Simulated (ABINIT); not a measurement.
## SnSe2 in ABINIT: convergence with cutoff

SnSe2:

```xyz
3
Lattice="3.8110 0.0000 0.0000 -1.9055 3.3004 0.0000 0.0000 0.0000 6.1360" Properties=species:S:1:pos:R:3 pbc="T T T"
Sn    0.0000    0.0000    0.0000
Se    1.9055    1.1001    4.6081
Se    0.0000    2.2003    1.5279
```

* Program: ABINIT 10.8.3 (patched build)
* Task: single point
* Functional: PBEsol
* Potentials or basis: JTH PAW PBE v2.0 sp
* Cutoff: 245 eV
* k mesh: 8 × 8 × 5
* Occupations: cold (ABINIT), width 0.1 eV
* Spin: no spin polarisation

These are the settings of the first run; the series varies cutoff, with any setting tied to it.

Hardware: 1 thread of Arm Neoverse V2, with other jobs on the host.

Question: The values tried are 9 Ha, 11 Ha, 13 Ha, 15.5 Ha, 18.5 Ha, 22 Ha, 25.5 Ha, 29.5 Ha, 35 Ha, loosest first. From which on does the energy stay within 1 meV/atom of the tightest run that finished?

Answer: From 11 Ha on.

```tsv
cutoff	energy less the tightest run (meV/atom)	largest force (eV/Å)	SCF cycles	CPU time (s)	peak memory (GiB)
9 Ha	1.24	0.661	11	16	0.14
11 Ha	0.47	0.659	11	20	0.14
13 Ha	0.26	0.659	11	22	0.15
15.5 Ha	0.17	0.658	12	29	0.16
18.5 Ha	0.06	0.658	11	32	0.17
22 Ha	0.02	0.658	11	38	0.18
25.5 Ha	0.01	0.658	11	48	0.2
29.5 Ha	0.01	0.658	11	57	0.21
35 Ha	0.00	0.658	10	66	0.24
```

Against the tightest run, the largest force stays within 0.005 eV/Å from 9 Ha on. The tightest run that finished is the yardstick and may itself not be fully converged.

Caveat, for the tightest run too: the PAW data sets were made with another functional, which shifts forces and pressure a little.
